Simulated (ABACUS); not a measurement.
# ZnSe (Stilleite) (F-43m) in ABACUS: notebook

Runs on ZnSe (Stilleite). Level: PBE. Tasks: band structure, equation of state.

Program: ABACUS 3.10.1. These are calculated values, not measurements. Logs are shortened: lines on timing, memory, paths and dates and some standing lists are left out, and cuts for length are marked.

**Measured values to compare with.**

From “Alloy Disordering Effects on the Thermal Conductivity and Energy Gap Temperature Dependence of Cd1−xZnxSe Ternary Crystals Grown by the Bridgman Method”, 2023, pmc:10253836, for a bulk crystal of ZnSe at 300 K: band gap 2.695 ± 0.003 eV (an exciton energy, a little under the gap).

The results are compared with them further down.

### Step 1. The structure

The structure is cubic, space group F-43m (No. 216). Conventional cell: a = 5.668 Å, b = 5.668 Å, c = 5.668 Å, α = 90.00°, β = 90.00°, γ = 90.00°. Se (site symmetry -43m) has 4 Zn at 2.45 Å as nearest neighbours. Zn (site symmetry -43m) is surrounded by 4 Se at 2.45 Å.

### Step 2. Band structure, PBE

INPUT

```
INPUT_PARAMETERS
suffix              ZnSe
calculation         nscf
basis_type          pw
pseudo_dir          ./
symmetry            -1
dft_functional      pbe
ecutwfc             40.0
pseudo_rcut         10
nspin               1
nbands              23
ks_solver           dav
smearing_method     fd
smearing_sigma      0.00367493
scf_thr             1e-08
scf_nmax            100
mixing_type         broyden
mixing_beta         0.7
ecutrho             320.0
init_chg            file
pw_diag_thr         1e-07
out_band            1
kpar                4
```

STRU

```
ATOMIC_SPECIES
Se 78.9710 se_pbe_v1.uspp.F.UPF
Zn 65.3800 zn_pbe_v1.uspp.F.UPF

LATTICE_CONSTANT
1.8897261246

LATTICE_VECTORS
0.0000000000 2.8338000000 2.8338000000
2.8338000000 0.0000000000 2.8338000000
2.8338000000 2.8338000000 0.0000000000

ATOMIC_POSITIONS
Direct

Se
0.0
1
0.2500000000 0.2500000000 0.2500000000 1 1 1

Zn
0.0
1
0.0000000000 0.0000000000 0.0000000000 1 1 1
```

KPT

```
K_POINTS
12
Line
0.00000000 0.00000000 0.00000000 10 // G
0.50000000 0.00000000 0.50000000 10 // X
0.50000000 0.25000000 0.75000000 10 // W
0.37500000 0.37500000 0.75000000 10 // K
0.00000000 0.00000000 0.00000000 10 // G
0.50000000 0.50000000 0.50000000 10 // L
0.62500000 0.25000000 0.62500000 10 // U
0.50000000 0.25000000 0.75000000 10 // W
0.50000000 0.50000000 0.50000000 10 // L
0.37500000 0.37500000 0.75000000 1 // K
0.62500000 0.25000000 0.62500000 10 // U
0.50000000 0.00000000 0.50000000 1 // X
```

Potentials or basis: GBRV ultrasoft 1.5 PBE, plane waves.

Launch:

```sh
OMP_NUM_THREADS=1 mpirun -np 4 abacus > log
```

running log:

```text
ABACUS v3.10.1

               Atomic-orbital Based Ab-initio Computation at UStc

 ------------------------------------------------------------------------------------

 READING GENERAL INFORMATION
                           global_out_dir = OUT.ZnSe/
                           global_in_card = INPUT
                               pseudo_dir = ./
                              orbital_dir =
                                    DSIZE = 4
                                    GSIZE = 1

 READING UNITCELL INFORMATION
                                    ntype = 2
                  lattice constant (Bohr) = 1.88973
              lattice constant (Angstrom) = 1

 READING ATOM TYPE 1
                               atom label = Se
                      L=0, number of zeta = 1
                      L=1, number of zeta = 1
                      L=2, number of zeta = 1
             number of atom for this type = 1

 READING ATOM TYPE 2
                               atom label = Zn
                      L=0, number of zeta = 1
                      L=1, number of zeta = 1
                      L=2, number of zeta = 1
             number of atom for this type = 1

                        TOTAL ATOM NUMBER = 2
DIRECT COORDINATES
    atom                   x                   y                   z     mag                  vx                  vy                  vz
taud_Se1            0.2500000000        0.2500000000        0.2500000000  0.0000        0.0000000000        0.0000000000        0.0000000000
taud_Zn1            0.0000000000        0.0000000000        0.0000000000  0.0000        0.0000000000        0.0000000000        0.0000000000

                          Volume (Bohr^3) = 307.138
                             Volume (A^3) = 45.5132

 Lattice vectors: (Cartesian coordinate: in unit of a_0)
                   +0             +2.8338             +2.8338
              +2.8338                  +0             +2.8338
              +2.8338             +2.8338                  +0
 Reciprocal vectors: (Cartesian coordinate: in unit of 2 pi/a_0)
            -0.176442           +0.176442           +0.176442
            +0.176442           -0.176442           +0.176442
            +0.176442           +0.176442           -0.176442
 The esolver type has been set to : ksdft_pw

                PAO radial cut off (Bohr) = 10

 Read in pseudopotential file is se_pbe_v1.uspp.F.UPF
                     pseudopotential type = US
          exchange-correlation functional = PBE
                 nonlocal core correction = 1
                        valence electrons = 6
                                     lmax = 2
                           number of zeta = 2
                     number of projectors = 6
                           L of projector = 0
                           L of projector = 0
                           L of projector = 1
                           L of projector = 1
                           L of projector = 2
                           L of projector = 2
                PAO radial cut off (Bohr) = 10

 Read in pseudopotential file is zn_pbe_v1.uspp.F.UPF
                     pseudopotential type = US
          exchange-correlation functional = PBE
                 nonlocal core correction = 0
                        valence electrons = 20
                                     lmax = 2
                           number of zeta = 5
                     number of projectors = 6
                           L of projector = 0
                           L of projector = 0
                           L of projector = 1
                           L of projector = 1
                           L of projector = 2
                           L of projector = 2
     initial pseudo atomic orbital number = 17

 SETUP THE ELECTRONS NUMBER
            electron number of element Se = 6
      total electron number of element Se = 6
            electron number of element Zn = 20
      total electron number of element Zn = 20
            AUTOSET number of electrons:  = 26
[... 54 lines left out ...]

 number of pseudo atomic orbitals for Zn is 5
WARNING: norm of atomic wavefunction # 4 of atomic type Zn is 0.999965, renormalized
WARNING: norm of atomic wavefunction # 5 of atomic type Zn is 0.990465, renormalized

 -------------------------------------------
 NONSELF-CONSISTENT
 -------------------------------------------
                                 init_chg = file
 try to read charge from file
 Read in the charge density: OUT.ZnSe//ZnSe-CHARGE-DENSITY.restart

 PW ALGORITHM --------------- ION=   1  ELEC=   1--------------------------------
 k(1/102) Iter steps (avg)=12 threshold=1e-07
 k(2/102) Iter steps (avg)=12 threshold=1e-07
 k(3/102) Iter steps (avg)=12 threshold=1e-07
 k(4/102) Iter steps (avg)=12 threshold=1e-07
 k(5/102) Iter steps (avg)=12 threshold=1e-07
 k(6/102) Iter steps (avg)=13 threshold=1e-07
 k(7/102) Iter steps (avg)=14 threshold=1e-07
 k(8/102) Iter steps (avg)=23 threshold=1e-07
 k(9/102) Iter steps (avg)=33 threshold=1e-07
 k(10/102) Iter steps (avg)=18 threshold=1e-07
[... 6 lines left out ...]
 k(17/102) Iter steps (avg)=18 threshold=1e-07
 k(18/102) Iter steps (avg)=20 threshold=1e-07
 k(19/102) Iter steps (avg)=27 threshold=1e-07
 k(20/102) Iter steps (avg)=32 threshold=1e-07
 k(21/102) Iter steps (avg)=34 threshold=1e-07
 k(22/102) Iter steps (avg)=23 threshold=1e-07
 k(23/102) Iter steps (avg)=19 threshold=1e-07
 k(24/102) Iter steps (avg)=20 threshold=1e-07
 k(25/102) Iter steps (avg)=20 threshold=1e-07
 k(26/102) Iter steps (avg)=17 threshold=1e-07
[... levels at 26 k points of this process ...]

 Density error is 0.00000000000
                          Error Threshold = 1.00000000000e-07
----------------------------------------------------------
     Energy           Rydberg                 eV
----------------------------------------------------------
 E_KohnSham     -505.2770408856      -6874.6468246229
 E_KS(sigma->0) -505.2770408737      -6874.6468244615
 E_Harris       -505.2770408856      -6874.6468246229
 E_band         -48.8482346715       -664.6143287735
 E_one_elec     -470.0607244991      -6395.5042591955
 E_Hartree      241.3525831769       3283.7703582254
 E_xc           -71.9544118562       -978.9899974836
 E_Ewald        -204.6144876835      -2783.9229258463
 E_entropy(-TS) -0.0000000237        -0.0000003228
 E_descf        0.0000000000         0.0000000000
 E_exx          0.0000000000         0.0000000000
 E_Fermi        0.5172481092         7.0375215644
----------------------------------------------------------

 charge density convergence is achieved
 final etot is -6874.6468246 eV
 EFERMI = 7.0375215644 eV

 STATE ENERGY(eV) AND OCCUPATIONS    NSPIN == 1
 1/26 kpoint (Cartesian) = 0.0000 0.0000 0.0000 (1363 pws)
       1       -118.872      0.0196078
       2       -73.0394      0.0196078
       3       -73.0394      0.0196078
       4       -73.0394      0.0196078
       5       -6.90765      0.0196078
       6      -0.185755      0.0196078
[... 15 lines left out ...]
      22        19.4090        0.00000
      23        19.4090        0.00000

 2/26 kpoint (Cartesian) = 0.0000 0.017644 0.0000 (1323 pws)
       1       -118.872      0.0196078
       2       -73.0394      0.0196078
       3       -73.0394      0.0196078
       4       -73.0394      0.0196078
       5       -6.88552      0.0196078
       6      -0.187369      0.0196078
[... 15 lines left out ...]
      22        19.4980        0.00000
      23        19.7998        0.00000

 3/26 kpoint (Cartesian) = 0.0000 0.035288 0.0000 (1315 pws)
       1       -118.872      0.0196078
       2       -73.0394      0.0196078
       3       -73.0394      0.0196078
       4       -73.0394      0.0196078
       5       -6.82046      0.0196078
       6      -0.191532      0.0196078
[... 15 lines left out ...]
      22        19.7646        0.00000
      23        20.3109        0.00000
[... 26 lines left out ...]
 5/26 kpoint (Cartesian) = 0.0000 0.070577 0.0000 (1319 pws)
       1       -118.872      0.0196078
       2       -73.0395      0.0196078
       3       -73.0394      0.0196078
       4       -73.0394      0.0196078
       5       -6.58044      0.0196078
       6      -0.198829      0.0196078
[... 15 lines left out ...]
      22        20.8243        0.00000
      23        21.2806        0.00000

 6/26 kpoint (Cartesian) = 0.0000 0.088221 0.0000 (1299 pws)
       1       -118.872      0.0196078
       2       -73.0395      0.0196078
       3       -73.0394      0.0196078
       4       -73.0394      0.0196078
       5       -6.42248      0.0196078
       6      -0.196331      0.0196078
[... 15 lines left out ...]
      22        21.6076        0.00000
      23        21.9189        0.00000

[... levels at 20 further k points ...]

 --------------------------------------------
 !FINAL_ETOT_IS -6874.646824622877 eV
 --------------------------------------------

 Output bands in file: OUT.ZnSe/BANDS_1.dat
```

Run time: 5.2 s. Hardware: 4 MPI ranks of Intel Xeon Platinum 8488C (Sapphire Rapids), shared host; peak memory 0.68 GiB.

What came out:

```yaml
Band_gap_along_the_path: 1.28 eV, direct
```

Levels at the corners of the path, in eV from the Fermi level:
```
point  band 10  band 11  band 12  band 13  band 14  band 15  band 16  band 17
    Γ    -6.84    -0.67    -0.67    -0.67     0.61     5.13     5.13     5.13
    X    -6.66    -5.43    -2.86    -2.86     2.31     2.79    10.06    10.58
    W    -6.54    -5.36    -3.43    -3.34     4.81     4.88     6.29     7.04
    K    -6.58    -5.39    -3.76    -2.47     2.91     4.93     8.37     8.60
    Γ    -6.84    -0.67    -0.67    -0.67     0.61     5.13     5.13     5.13
    L    -6.68    -5.90    -1.54    -1.54     1.87     5.72     5.72     7.90
    U    -6.58    -5.39    -3.76    -2.47     2.91     4.93     8.37     8.60
    W    -6.54    -5.36    -3.43    -3.34     4.81     4.88     6.29     7.04
    L    -6.68    -5.90    -1.54    -1.54     1.87     5.72     5.72     7.90
    K    -6.58    -5.39    -3.76    -2.47     2.91     4.93     8.37     8.60
    U    -6.58    -5.39    -3.76    -2.47     2.91     4.93     8.37     8.60
    X    -6.66    -5.43    -2.86    -2.86     2.31     2.79    10.06    10.58
```

Caveat: the density is read from an earlier self-consistent run, whose mesh may be coarse.

### Step 3. Equation of state, PBE, 21.39 Å³/atom (volume scaled by 0.94)

run_abacus.py

```python
"""ABACUS run from a structure file: ASE reads it, the script writes STRU, KPT and INPUT."""
import re
import subprocess
from ase.io import read
from ase.units import Bohr

atoms = read("ZnSe.xyz")
atoms = atoms[(-atoms.numbers).argsort(kind="stable")]  # ABACUS lists atoms element by element
pseudo = {'Se': 'se_pbe_v1.uspp.F.UPF', 'Zn': 'zn_pbe_v1.uspp.F.UPF'}
orbital = {}
magmoms = None
kmesh = [6, 6, 6]
params = {
    'suffix': 'ZnSe',
    'calculation': 'scf',
    'basis_type': 'pw',
    'pseudo_dir': './',
    'symmetry': 1,
    'dft_functional': 'pbe',
    'ecutwfc': 40,
    'pseudo_rcut': 10,
    'nspin': 1,
    'nbands': 17,
    'ks_solver': 'dav',
    'smearing_method': 'fd',
    'smearing_sigma': 0.00367493,
    'scf_thr': 1e-08,
    'scf_nmax': 100,
    'mixing_type': 'broyden',
    'mixing_beta': 0.7,
    'cal_force': 1,
    'cal_stress': 1,
    'ecutrho': 320,
    'kpar': 4,
}

symbols = atoms.get_chemical_symbols()
elements = list(dict.fromkeys(symbols))
lines = ["ATOMIC_SPECIES"] + [f"{e} {atoms.get_masses()[symbols.index(e)]:.4f} {pseudo[e]}" for e in elements]
if orbital:
    lines += ["", "NUMERICAL_ORBITAL"] + [orbital[e] for e in elements]
lines += ["", "LATTICE_CONSTANT", f"{1 / Bohr:.10f}", "", "LATTICE_VECTORS"]
lines += [" ".join(f"{x:.10f}" for x in v) for v in atoms.cell]
lines += ["", "ATOMIC_POSITIONS", "Direct"]
for e in elements:
    lines += ["", e, "0.0", str(symbols.count(e))]
    for i, p in enumerate(atoms.get_scaled_positions(wrap=False)):
        if symbols[i] == e:
            mag = "" if magmoms is None else " mag " + " ".join(str(x) for x in (magmoms[i] if isinstance(magmoms[i], list) else [magmoms[i]]))
            lines.append(" ".join(f"{x:.10f}" for x in p) + " 1 1 1" + mag)
open("STRU", "w").write("\n".join(lines) + "\n")
open("KPT", "w").write("K_POINTS\n0\nGamma\n%d %d %d 0 0 0\n" % tuple(kmesh))
open("INPUT", "w").write("INPUT_PARAMETERS\n" + "".join(f"{k:<20s}{v}\n" for k, v in params.items()))

done = subprocess.run(['mpirun', '-np', '4', 'abacus'])
if done.returncode:
    raise SystemExit(done.returncode)
log = open("OUT.ZnSe/running_scf.log").read()
print("final energy (eV):", re.findall(r"FINAL_ETOT_IS (\S+)", log))
```

ZnSe.xyz

```xyz
2
Lattice="0.0000000000 2.7759511149 2.7759511149 2.7759511149 0.0000000000 2.7759511149 2.7759511149 2.7759511149 0.0000000000" Properties=species:S:1:pos:R:3 pbc="T T T"
Se     4.1639266724      4.1639266724      4.1639266724
Zn     0.0000000000      0.0000000000      0.0000000000
```

Potentials or basis: GBRV ultrasoft 1.5 PBE, plane waves.

Launch:

```sh
OMP_NUM_THREADS=1 python run_abacus.py > log
```

Run time: 15 s. Hardware: 4 MPI ranks of Intel Xeon Platinum 8488C (Sapphire Rapids), shared host; peak memory 0.64 GiB.

Results (log left out):

```yaml
Free_energy: -6874.3142 eV
Pressure: 7.0 GPa
Band_gap_on_the_k_mesh: 1.53 eV, direct
```

### Step 4. Equation of state, PBE, 21.85 Å³/atom (volume scaled by 0.96)

run_abacus.py is that of step 3.

ZnSe.xyz

```xyz
2
Lattice="0.0000000000 2.7955007105 2.7955007105 2.7955007105 0.0000000000 2.7955007105 2.7955007105 2.7955007105 0.0000000000" Properties=species:S:1:pos:R:3 pbc="T T T"
Se     4.1932510657      4.1932510657      4.1932510657
Zn     0.0000000000      0.0000000000      0.0000000000
```

Launch:

```sh
OMP_NUM_THREADS=1 python run_abacus.py > log
```

Run time: 15 s. Hardware: 4 MPI ranks of Intel Xeon Platinum 8488C (Sapphire Rapids), shared host; peak memory 0.64 GiB.

It converged, with:

| Property | Result |
| --- | --- |
| Free energy | -6874.3488 eV |
| Pressure | 5.2 GPa |
| Band gap on the k mesh | 1.45 eV, direct |

### Step 5. Equation of state, PBE, 22.30 Å³/atom (volume scaled by 0.98)

run_abacus.py is that of step 4.

ZnSe.xyz

```xyz
2
Lattice="0.0000000000 2.8147806350 2.8147806350 2.8147806350 0.0000000000 2.8147806350 2.8147806350 2.8147806350 0.0000000000" Properties=species:S:1:pos:R:3 pbc="T T T"
Se     4.2221709525      4.2221709525      4.2221709525
Zn     0.0000000000      0.0000000000      0.0000000000
```

Launch:

```sh
OMP_NUM_THREADS=1 python run_abacus.py > log
```

It took 15 s on 4 MPI ranks of Intel Xeon Platinum 8488C (Sapphire Rapids), shared host; peak memory 0.68 GiB.

The run converged. Its results:

* Free energy: -6874.3740 eV
* Pressure: 3.6 GPa
* Band gap on the k mesh: 1.36 eV, direct

### Step 6. Equation of state, PBE, 22.76 Å³/atom

run_abacus.py is that of step 5.

ZnSe.xyz

```xyz
2
Lattice="0.0000000000 2.8338000000 2.8338000000 2.8338000000 0.0000000000 2.8338000000 2.8338000000 2.8338000000 0.0000000000" Properties=species:S:1:pos:R:3 pbc="T T T"
Se     4.2507000000      4.2507000000      4.2507000000
Zn     0.0000000000      0.0000000000      0.0000000000
```

Potentials or basis: GBRV ultrasoft 1.5 PBE, plane waves.

Launch:

```sh
OMP_NUM_THREADS=1 python run_abacus.py > log
```

Wall time 15 s (4 MPI ranks of Intel Xeon Platinum 8488C (Sapphire Rapids), shared host); peak memory 0.68 GiB.

It converged, with:

```
Free energy            : -6874.3907 eV
Pressure               : 2.2 GPa
Band gap on the k mesh : 1.28 eV, direct
```

### Step 7. Equation of state, PBE, 23.21 Å³/atom (volume scaled by 1.02)

run_abacus.py is that of step 6.

ZnSe.xyz

```xyz
2
Lattice="0.0000000000 2.8525674344 2.8525674344 2.8525674344 0.0000000000 2.8525674344 2.8525674344 2.8525674344 0.0000000000" Properties=species:S:1:pos:R:3 pbc="T T T"
Se     4.2788511516      4.2788511516      4.2788511516
Zn     0.0000000000      0.0000000000      0.0000000000
```

Launch:

```sh
OMP_NUM_THREADS=1 python run_abacus.py > log
```

Run time: 15 s. Hardware: 4 MPI ranks of Intel Xeon Platinum 8488C (Sapphire Rapids), shared host; peak memory 0.68 GiB.

Results (log left out):

| Property | Result |
| --- | --- |
| Free energy | -6874.3999 eV |
| Pressure | 1.0 GPa |
| Band gap on the k mesh | 1.20 eV, direct |

### Step 8. Equation of state, PBE, 23.67 Å³/atom (volume scaled by 1.04)

run_abacus.py is that of step 7.

ZnSe.xyz

```xyz
2
Lattice="0.0000000000 2.8710911185 2.8710911185 2.8710911185 0.0000000000 2.8710911185 2.8710911185 2.8710911185 0.0000000000" Properties=species:S:1:pos:R:3 pbc="T T T"
Se     4.3066366777      4.3066366777      4.3066366777
Zn     0.0000000000      0.0000000000      0.0000000000
```

Launch:

```sh
OMP_NUM_THREADS=1 python run_abacus.py > log
```

Run time: 16 s. Hardware: 4 MPI ranks of Intel Xeon Platinum 8488C (Sapphire Rapids), shared host; peak memory 0.68 GiB.

Results (log left out):

```
Free energy            : -6874.4022 eV
Pressure               : -0.2 GPa
Band gap on the k mesh : 1.13 eV, direct
```

### Step 9. Equation of state, PBE, 24.12 Å³/atom (volume scaled by 1.06)

run_abacus.py is that of step 8.

ZnSe.xyz

```xyz
2
Lattice="0.0000000000 2.8893788162 2.8893788162 2.8893788162 0.0000000000 2.8893788162 2.8893788162 2.8893788162 0.0000000000" Properties=species:S:1:pos:R:3 pbc="T T T"
Se     4.3340682243      4.3340682243      4.3340682243
Zn     0.0000000000      0.0000000000      0.0000000000
```

Potentials or basis: GBRV ultrasoft 1.5 PBE, plane waves.

Launch:

```sh
OMP_NUM_THREADS=1 python run_abacus.py > log
```

It took 16 s on 4 MPI ranks of Intel Xeon Platinum 8488C (Sapphire Rapids), shared host; peak memory 0.68 GiB.

Results (log left out):

| Property | Result |
| --- | --- |
| Free energy | -6874.3985 eV |
| Pressure | -1.2 GPa |
| Band gap on the k mesh | 1.05 eV, direct |

### Step 10. Equation of state, PBE

This step only gathers the single runs of the series.

What came out:

```yaml
Equilibrium_volume: 23.61 Å³/atom
Bulk_modulus: 57 GPa
Pressure_derivative_of_the_bulk_modulus: 4.5
```

Energy against volume, from the lowest point:
```
volume (Å³/atom)  energy (meV/atom)
          21.391              44.02
          21.846              26.72
          22.301              14.13
          22.757               5.75
          23.212               1.18
          23.667               0.00
          24.122               1.88
```

PBE usually gives volumes a little too large and moduli too small. Zero-point motion and thermal expansion aren't in these numbers.

### Step 11. Comparison with measurements

Step 2. A measured gap of ZnSe is 2.695 eV (an exciton energy, a little under the gap; 300 K; “Alloy Disordering Effects on the Thermal Conductivity and Energy Gap Temperature Dependence of Cd1−xZnxSe Ternary Crystals Grown by the Bridgman Method”, 2023, pmc:10253836); the calculated 1.28 eV misses it by -1.41 eV. So large a miss can be the level of theory's own, or it may mean another phase, state or a wrong row. Spin-orbit coupling on Se is left out. The value is that of PBE, without temperature or zero-point motion. Semilocal functionals fall short of measured gaps as a rule.
